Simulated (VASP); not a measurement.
# ZnCu (Pm-3m) in VASP: a series of runs

Runs on ZnCu. Level: r2SCAN. Tasks: single point.

All numbers are computed with VASP 6.6.1; they aren't measurements. Logs are shortened: lines on timing, memory, paths and dates and some standing lists are left out, and cuts for length are marked.

## (1) The structure

The structure is cubic, space group Pm-3m (No. 221). The conventional cell has a = 2.945 Å, b = 2.945 Å, c = 2.945 Å, α = 90.00°, β = 90.00°, γ = 90.00°. Around Zn (site symmetry m-3m) lie 8 Cu at 2.55 Å. Cu (site symmetry m-3m) has 8 Zn at 2.55 Å as nearest neighbours.

## (2) Single point, r2SCAN

Input file INCAR:

```
PREC     = Accurate       # precision mode
ENCUT    = 400            # plane-wave cutoff, eV
EDIFF    = 1E-6           # SCF threshold, eV
ISMEAR   = -1             # smearing method
SIGMA    = 0.4            # smearing width, eV
LREAL    = False          # projectors in reciprocal space
LASPH    = True           # aspherical terms in the spheres
NELM     = 100            # most SCF steps
ALGO     = Normal         # electronic algorithm
ISIF     = 2              # what is computed and relaxed
LWAVE    = False          # write WAVECAR
LCHARG   = False          # write CHGCAR
METAGGA  = R2SCAN         # meta-GGA
LMIXTAU  = True         
NBANDS   = 18             # bands
ADDGRID  = False
```

Input file KPOINTS:

```
Automatic mesh
0
Gamma
  7 7 7
```

Input file POSCAR:

```
ZnCu
1.0
    2.9450000000      0.0000000000      0.0000000000
    0.0000000000      2.9450000000      0.0000000000
    0.0000000000      0.0000000000      2.9450000000
Zn Cu
1 1
Direct
    0.5128410000      0.4877280000      0.4845920000
   -0.0040920000      0.0326400000      0.0060300000
```

Potentials or basis: VASP PAW PBE potentials, release 64 (Zn, Cu).

Command:

```bash
cat potpaw_PBE.64/Zn/POTCAR potpaw_PBE.64/Cu/POTCAR > POTCAR
mpirun -np 1 vasp_std > vasp.out
```

OUTCAR:

```text
PREC = Accurate
   ENCUT = 400
   EDIFF = 1E-6
   ISMEAR = -1
   LREAL = False
   LASPH = True
   NELM = 100
   ISIF = 2
   METAGGA = R2SCAN

 Found    172 irreducible k-points:

 Following reciprocal coordinates:
            Coordinates               Weight
  0.000000  0.000000  0.000000      1.000000
  0.142857  0.000000  0.000000      2.000000
  0.000000  0.142857  0.000000      2.000000
  0.000000  0.000000  0.142857      2.000000
  0.285714  0.000000  0.000000      2.000000
  0.000000  0.285714  0.000000      2.000000
   k-points           NKPTS =    172   k-points in BZ     NKDIM =    172   number of bands    NBANDS=     18
   number of dos      NEDOS =    301   number of ions     NIONS =      2
   total plane-waves  NPLWV =   8000
   dimension x,y,z NGX =    20 NGY =   20 NGZ =   20
   dimension x,y,z NGXF=    40 NGYF=   40 NGZF=   40
   ions per type =               1   1
   NGX,Y,Z   is equivalent  to a cutoff of  11.29, 11.29, 11.29 a.u.
   NGXF,Y,Z  is equivalent  to a cutoff of  22.58, 22.58, 22.58 a.u.
 SYSTEM =  unknown system
   PREC   = accura    normal or accurate (medium, high low for compatibility)
   ISTART =      0    job   : 0-new  1-cont  2-samecut
   ICHARG =      2    charge: 1-file 2-atom 10-const
   ISPIN  =      1    spin polarized calculation?
   LNONCOLLINEAR =      F non collinear calculations
   LSORBIT =      F    spin-orbit coupling
   LASPH  =      T    aspherical Exc in radial PAW
   ENCUT  =  400.0 eV  29.40 Ry    5.42 a.u.   4.80  4.80  4.80*2*pi/ulx,y,z
   NELM   =    100;   NELMIN=  2; NELMDL= -5     # of ELM steps
   EDIFF  = 0.1E-05   stopping-criterion for ELM
   LREAL  =      F    real-space projection
   EDIFFG = 0.1E-04   stopping-criterion for IOM
   NSW    =      0    number of steps for IOM
   IBRION =     -1    ionic relax: 0-MD 1-quasi-New 2-CG
   NFREE  =      0    steps in history (QN), initial steepest desc. (CG)
   ISIF   =      2    stress and relaxation
   ISYM   =      2    0-nonsym 1-usesym 2-fastsym
   POTIM  = 0.5000    time-step for ionic-motion
   TEBEG  =    0.0;   TEEND  =   0.0 temperature during run
   PSTRESS=    0.0 pullay stress
   NELECT =      23.0000    total number of electrons
   NUPDOWN=      -1.0000    fix difference up-down
   EMIN   =  10.00;   EMAX   =-10.00  energy-range for DOS
   EFERMI =   0.00;   METHOD = LEGACY
   ISMEAR =    -1;   SIGMA  =   0.40  broadening in eV -4-tet -1-fermi 0-gaus
   EFERMI_NEDOS =   21; number of points for ismear=-14 and -15
   IALGO  =     38    algorithm
   IMIX   =      4    mixing-type and parameters
     AMIX     =   0.40;   BMIX     =  1.00
     AMIX_MAG =   1.60;   BMIX_MAG =  1.00
  volume/ion in A,a.u.               =      12.77        86.18
  Fermi-wavevector in a.u.,A,eV,Ry     =   1.580880  2.987429 34.003415  2.499180
  Thomas-Fermi vector in A             =   2.681040
   LORBIT       =      0    0 simple, 1 ext, 2 COOP (PROOUT), +10 PAW based schemes
   METAGGA = R2SCAN    functional components
   LHFCALC =     F    Hartree Fock is set to
   AEXX    =    0.0000 exact exchange contribution
   IVDW    =     0    specifies the selected vdW correction
   LEPSILON=     F    determine dielectric tensor
   LRPA    =     F    only Hartree local field effects (RPA)
 non-spin polarized calculation
  energy-cutoff  :      400.00
  volume of cell :       25.54
 maximum number of plane-waves:       474
   NGX =  9   NGY =  9   NGZ =  9

 number of electron      23.0000031 magnetization

 Free energy of the ion-electron system (eV)
  ---------------------------------------------------
  ext. energy  EPLUGINS =         0.00000000
  ---------------------------------------------------
  free energy    TOTEN  =       -20.00455889 eV

  energy without entropy =      -19.76417229  energy(sigma->0) =      -19.88436559

 E-fermi :   5.5051     XC(G=0): -13.5188

 val. band max:        5.4905872020   @ k =  -0.2857   0.4286   0.2857
 cond. band min:       5.5864883106   @ k =   0.2857   0.0000   0.0000
 fundamental gap:      0.0959011087
 Fermi energy:         5.5050623393

 k-point     1 :       0.0000    0.0000    0.0000
  band No.  band energies     occupation
      1      -5.3902      2.00000
      2      -2.8068      2.00000
      3      -2.7938      2.00000
      4      -2.0854      2.00000
      5      -2.0604      2.00000
      6      -2.0579      2.00000
      7       1.5891      1.99989
      8       1.6075      1.99988
      9       2.4863      1.99895
     10       2.4866      1.99894
     11       2.4939      1.99892
     12      12.0075      0.00000
     13      12.0165      0.00000
     14      12.0946      0.00000
     15      16.8108      0.00000
     16      16.8663      0.00000
     17      18.4223      0.00000
     18      29.8672      0.00000

 k-point     2 :       0.1429    0.0000    0.0000
  band No.  band energies     occupation
      1      -5.0072      2.00000
      2      -2.7573      2.00000
      3      -2.7231      2.00000
      4      -2.1149      2.00000
      5      -2.0929      2.00000
      6      -2.0496      2.00000
      7       1.5758      1.99989
      8       1.6318      1.99988
      9       2.3769      1.99920
     10       2.3799      1.99919
     11       2.4782      1.99897
     12       9.2195      0.00019
     13      12.5856      0.00000
     14      12.6519      0.00000
     15      17.0326      0.00000
     16      17.8667      0.00000
     17      21.0551      0.00000
     18      26.9002      0.00000

 k-point     3 :       0.0000    0.1429    0.0000
  band No.  band energies     occupation
      1      -5.0086      2.00000
      2      -2.7654      2.00000
      3      -2.7142      2.00000
      4      -2.1047      2.00000
      5      -2.0938      2.00000
      6      -2.0567      2.00000
      7       1.5891      1.99989
      8       1.6184      1.99988
      9       2.3731      1.99920
     10       2.3742      1.99920
     11       2.4809      1.99896
     12       9.2590      0.00017
     13      12.5746      0.00000
     14      12.5819      0.00000
     15      17.0778      0.00000
     16      17.9339      0.00000
     17      20.9790      0.00000
     18      26.9090      0.00000

 k-point     4 :       0.0000    0.0000    0.1429
  band No.  band energies     occupation
      1      -5.0073      2.00000
      2      -2.7586      2.00000
      3      -2.7217      2.00000
      4      -2.1136      2.00000
      5      -2.0938      2.00000
      6      -2.0498      2.00000
      7       1.5766      1.99989
      8       1.6310      1.99988
      9       2.3764      1.99920
     10       2.3794      1.99919
     11       2.4786      1.99897
     12       9.2235      0.00018
     13      12.5780      0.00000
     14      12.6515      0.00000
     15      17.0364      0.00000
     16      17.8739      0.00000
     17      21.0476      0.00000
     18      26.9027      0.00000

 k-point     5 :       0.2857    0.0000    0.0000
  band No.  band energies     occupation
      1      -3.9358      2.00000
      2      -2.6648      2.00000
      3      -2.4829      2.00000
      4      -2.1843      2.00000
      5      -2.1699      2.00000
      6      -2.0210      2.00000
      7       1.5405      1.99990
      8       1.5688      1.99989
      9       2.1414      1.99955
     10       2.1588      1.99953
     11       2.4567      1.99902
     12       5.5865      0.89857
     13      14.1686      0.00000
     14      14.2027      0.00000
     15      17.6806      0.00000
     16      18.5371      0.00000
     17      23.1712      0.00000
     18      23.2770      0.00000

 k-point     6 :       0.0000    0.2857    0.0000
  band No.  band energies     occupation
      1      -3.9437      2.00000
      2      -2.6700      2.00000
      3      -2.4726      2.00000
      4      -2.1737      2.00000
      5      -2.1681      2.00000
      6      -2.0266      2.00000
      7       1.5469      1.99990
      8       1.5623      1.99990
      9       2.1389      1.99956
     10       2.1429      1.99955
     11       2.4541      1.99903
     12       5.6132      0.86564
     13      14.1496      0.00000
     14      14.1537      0.00000
     15      17.7302      0.00000
     16      18.6143      0.00000
     17      23.1813      0.00000
     18      23.2098      0.00000

 [... further k-points ...]

------------------------ aborting loop because EDIFF is reached ----------------------------------------

  FORCE on cell =-STRESS in cart. coord.  units (eV):
  Direction    XX          YY          ZZ          XY          YZ          ZX
  --------------------------------------------------------------------------------------
  -------------------------------------------------------------------------------------
  Total       -0.2903139     -0.4137626     -0.2915070     -0.1174498      0.1470449     -0.0597356
  in kB      -18.2105289    -25.9540942    -18.2853638     -7.3672734      9.2236897     -3.7470369
  external PRESSURE =     -20.8166623 kB  Pullay stress =       0.0000000 kB

 VOLUME and BASIS-vectors are now :
 -----------------------------------------------------------------------------
  energy-cutoff  :      400.00
  volume of cell :       25.54
      direct lattice vectors                 reciprocal lattice vectors
     2.945000000  0.000000000  0.000000000     0.339558574  0.000000000  0.000000000
     0.000000000  2.945000000  0.000000000     0.000000000  0.339558574  0.000000000
     0.000000000  0.000000000  2.945000000     0.000000000  0.000000000  0.339558574

 POSITION                                       TOTAL-FORCE (eV/Angst)
 -----------------------------------------------------------------------------------
      1.51032      1.43636      1.42712        -0.257075      0.626944      0.330558
      2.93295      0.09612      0.01776         0.257075     -0.626944     -0.330558
 -----------------------------------------------------------------------------------
    total drift:                                0.009169     -0.015911      0.010353

  FREE ENERGIE OF THE ION-ELECTRON SYSTEM (eV)
  ---------------------------------------------------
  free  energy   TOTEN  =       -20.0045588902 eV

  energy  without entropy=      -19.7641722942  energy(sigma->0) =      -19.88436559
```

It took 3.8 min on 1 thread of Intel Xeon Platinum 8259CL at 2.50GHz (Skylake/Cascade Lake), shared host; peak memory 0.17 GiB.

These settings aren't checked as converged: the numbers below hold their error.

Results:

```
Free energy            : -20.0046 eV
Pressure               : -2.1 GPa
Largest force          : 0.754 eV/Å
Band gap on the k mesh : none (metal or under the smearing width)
```

Caveat: the PAW data sets were made with another functional, which shifts forces and pressure a little.

## (3) Single point, r2SCAN

Changes to INCAR since step 2:

```diff
@@ -4,3 +4,3 @@
 ISMEAR   = -1             # smearing method
-SIGMA    = 0.4            # smearing width, eV
+SIGMA    = 0.2            # smearing width, eV
 LREAL    = False          # projectors in reciprocal space
```

KPOINTS is that of step 2.

Input file POSCAR:

```
ZnCu
1.0
    2.9450000000      0.0000000000      0.0000000000
    0.0000000000      2.9450000000      0.0000000000
    0.0000000000      0.0000000000      2.9450000000
Zn Cu
1 1
Direct
    0.5000000000      0.5000000000      0.5000000000
    0.0000000000      0.0000000000      0.0000000000
```

Potentials or basis: VASP PAW PBE potentials, release 64 (Zn, Cu).

Command:

```bash
cat potpaw_PBE.64/Zn/POTCAR potpaw_PBE.64/Cu/POTCAR > POTCAR
mpirun -np 1 vasp_std > vasp.out
```

Run time: 38 s. Hardware: 1 thread of Intel Xeon Platinum 8259CL at 2.50GHz (Skylake/Cascade Lake), shared host; peak memory 0.13 GiB.

These settings aren't checked as converged: the numbers below hold their error.

Results:

```yaml
Free_energy: -19.9802 eV
Pressure: -3.6 GPa
Band_gap_on_the_k_mesh: none (metal or under the smearing width)
```

Caveat: the PAW data sets were made with another functional, which shifts forces and pressure a little.

## (4) Single point, r2SCAN

INCAR is that of step 3.

KPOINTS is that of step 3.

Input file POSCAR:

```
ZnCu
1.0
    2.9450000000      0.0000000000      0.0000000000
    0.0000000000      2.9450000000      0.0000000000
    0.0000000000      0.0000000000      2.9450000000
Zn Cu
1 1
Direct
    0.5128410000      0.4877280000      0.4845920000
   -0.0040920000      0.0326400000      0.0060300000
```

Command:

```bash
cat potpaw_PBE.64/Zn/POTCAR potpaw_PBE.64/Cu/POTCAR > POTCAR
mpirun -np 1 vasp_std > vasp.out
```

It took 3.3 min on 1 thread of Intel Xeon Platinum 8259CL at 2.50GHz (Skylake/Cascade Lake), shared host; peak memory 0.17 GiB.

The run converged, but some of its settings lie outside the range that counts as converged, so its numbers aren't taken as properties of the crystal.

What came out:

| Property | Result |
| --- | --- |
| Free energy | -19.9231 eV |
| Pressure | -2.5 GPa |
| Largest force | 0.747 eV/Å |
| Band gap on the k mesh | none (metal or under the smearing width) |

Caveat: the PAW data sets were made with another functional, which shifts forces and pressure a little.

## (5) Single point, r2SCAN

Changes to INCAR since step 4:

```diff
@@ -4,3 +4,3 @@
 ISMEAR   = -1             # smearing method
-SIGMA    = 0.2            # smearing width, eV
+SIGMA    = 0.05           # smearing width, eV
 LREAL    = False          # projectors in reciprocal space
```

KPOINTS is that of step 4.

Input file POSCAR:

```
ZnCu
1.0
    2.9450000000      0.0000000000      0.0000000000
    0.0000000000      2.9450000000      0.0000000000
    0.0000000000      0.0000000000      2.9450000000
Zn Cu
1 1
Direct
    0.5000000000      0.5000000000      0.5000000000
    0.0000000000      0.0000000000      0.0000000000
```

Potentials or basis: VASP PAW PBE potentials, release 64 (Zn, Cu).

Command:

```bash
cat potpaw_PBE.64/Zn/POTCAR potpaw_PBE.64/Cu/POTCAR > POTCAR
mpirun -np 1 vasp_std > vasp.out
```

OUTCAR:

```text
PREC = Accurate
   ENCUT = 400
   EDIFF = 1E-6
   ISMEAR = -1
   LREAL = False
   LASPH = True
   NELM = 100
   ISIF = 2
   METAGGA = R2SCAN

 Found     20 irreducible k-points:

 Following reciprocal coordinates:
            Coordinates               Weight
  0.000000  0.000000  0.000000      1.000000
  0.142857  0.000000  0.000000      6.000000
  0.285714  0.000000  0.000000      6.000000
  0.428571  0.000000  0.000000      6.000000
  0.142857  0.142857  0.000000     12.000000
[... 204 lines left out ...]

  FORCE on cell =-STRESS in cart. coord.  units (eV):
  Direction    XX          YY          ZZ          XY          YZ          ZX
  --------------------------------------------------------------------------------------
  -------------------------------------------------------------------------------------
  Total       -0.5920773     -0.5920773     -0.5920773     -0.0000000     -0.0000000      0.0000000
  in kB      -37.1392457    -37.1392457    -37.1392457     -0.0000000     -0.0000000      0.0000000
  external PRESSURE =     -37.1392457 kB  Pullay stress =       0.0000000 kB

 VOLUME and BASIS-vectors are now :
 -----------------------------------------------------------------------------
  energy-cutoff  :      400.00
  volume of cell :       25.54
      direct lattice vectors                 reciprocal lattice vectors
     2.945000000  0.000000000  0.000000000     0.339558574  0.000000000  0.000000000
     0.000000000  2.945000000  0.000000000     0.000000000  0.339558574  0.000000000
     0.000000000  0.000000000  2.945000000     0.000000000  0.000000000  0.339558574

 POSITION                                       TOTAL-FORCE (eV/Angst)
 -----------------------------------------------------------------------------------
      1.47250      1.47250      1.47250         0.000000      0.000000      0.000000
      0.00000      0.00000      0.00000         0.000000      0.000000      0.000000
 -----------------------------------------------------------------------------------
    total drift:                               -0.000000      0.000000     -0.000000

  FREE ENERGIE OF THE ION-ELECTRON SYSTEM (eV)
  ---------------------------------------------------
  free  energy   TOTEN  =       -19.9567566377 eV

  energy  without entropy=      -19.9514317583  energy(sigma->0) =      -19.95409420
```

stdout:

```text
POSCAR found type information on POSCAR ZnCu
 POSCAR found :  2 types and       2 ions
 scaLAPACK will be used
 -----------------------------------------------------------------------------
|                                                                             |
|                                                                             |
|     You enforced a specific xc type in the INCAR file but a different       |
|     I HOPE YOU KNOW WHAT YOU ARE DOING!                                     |
|                                                                             |
 -----------------------------------------------------------------------------

 LDA part: xc-table for (None), standard interpolation
 POSCAR, INCAR and KPOINTS ok, starting setup
 FFT: planning ... GRIDC
 FFT: planning ... GRID_SOFT
 FFT: planning ... GRID
 WAVECAR not read
 entering main loop
```

It took 37 s on 1 thread of Intel Xeon Platinum 8259CL at 2.50GHz (Skylake/Cascade Lake), shared host; peak memory 0.12 GiB.

The run converged, but some of its settings lie outside the range that counts as converged, so its numbers aren't taken as properties of the crystal.

What came out:

- Free energy: -19.9568 eV
- Pressure: -3.7 GPa
- Band gap on the k mesh: none (metal or under the smearing width)

Caveat: the PAW data sets were made with another functional, which shifts forces and pressure a little.
